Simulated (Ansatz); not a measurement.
InP:

```xyz
2
Lattice="0.0000 2.9305 2.9305 2.9305 0.0000 2.9305 2.9305 2.9305 0.0000" Properties=species:S:1:pos:R:3 pbc="T T T"
In    0.0000    0.0000    0.0000
P     4.3957    4.3957    4.3957
```

Program: Ansatz 0.2.0. Alike in all runs: task band structure; potentials or basis all-electron LAPW, scalar-relativistic; no spin polarisation; cell as given; smearing fermi-dirac 0.05 eV; basis error allowed 0.001 eV/atom.

Task: Order these runs on this cell by their pressure, lowest first.
A. level LDA; k mesh 8 × 8 × 8; cutoff (eV) 245
B. level revPBE; k mesh 8 × 8 × 8; cutoff (eV) 244
C. level PBEsol; k mesh 6 × 6 × 6; cutoff (eV) 245
D. level BLYP; k mesh 8 × 8 × 8; cutoff (eV) 245

Result: A (-1.2 GPa), C (0.6 GPa), B (4.7 GPa), D (6.7 GPa).

Runs at the PBE level aren't shown here.
